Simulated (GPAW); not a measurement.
Runs of GPAW 26.7.0 on Ge. The structure is cubic, space group Fd-3m (No. 227). Conventional cell: a = 5.658 Å, b = 5.658 Å, c = 5.658 Å, α = 90.00°, β = 90.00°, γ = 90.00°. Ge (site symmetry -43m) has 4 Ge at 2.45 Å as nearest neighbours. 

| task | level | potentials or basis | cell | optimizer | fmax | max steps | target pressure | convergence | gap on the mesh (eV) | pressure (GPa) |
| --- | --- | --- | --- | --- | --- | --- | --- | --- | --- | --- |
| relaxation of cell and atoms | PBEsol | PAW data sets generated in the run's folder for this functional, pw | relaxed to 30 GPa | BFGS | 0.02 eV/Å | 60 | 30 GPa | density=1e-05 forces=0.0001 | 0.09 | 30.0 |
| relaxation of cell and atoms | PBEsol | PAW data sets generated in the run's folder for this functional, pw | relaxed to 2 GPa | BFGS | 0.02 eV/Å | 60 | 2 GPa | density=1e-05 forces=0.0001 | (a) | 2.0 |
| relaxation of cell and atoms | PBEsol | PAW data sets generated in the run's folder for this functional, pw | relaxed | BFGS | 0.02 eV/Å | 60 | - | density=1e-05 forces=0.0001 | none | 0.0 |
| relaxation of cell and atoms | PBEsol | PAW data sets generated in the run's folder for this functional, pw | relaxed to 10 GPa | BFGS | 0.02 eV/Å | 60 | 10 GPa | density=1e-05 forces=0.0001 | 0.34 | 9.9 |
| relaxation of cell and atoms | PBEsol | PAW data sets generated in the run's folder for this functional, pw | relaxed to 20 GPa | BFGS | 0.02 eV/Å | 60 | 20 GPa | density=1e-05 forces=0.0001 | (b) | 20.0 |
| relaxation of cell and atoms | PBEsol | PAW data sets generated in the run's folder for this functional, pw | relaxed to 5 GPa | BFGS | 0.02 eV/Å | 60 | 5 GPa | density=1e-05 forces=0.0001 | 0.30 | 5.0 |

Alike in all rows: no spin polarisation; k mesh 8 × 8 × 8; cutoff (eV) 600; smearing fermi-dirac 0.05 eV.

Task: Fill in the values left out.

Result: (a) 0.18; (b) 0.20.

Caveats: later steps reuse the first step's grids.

A k mesh can miss the band edges, and the runs leave out spin-orbit coupling on Ge.

A gap of «none» marks a metal or a gap under the smearing width.
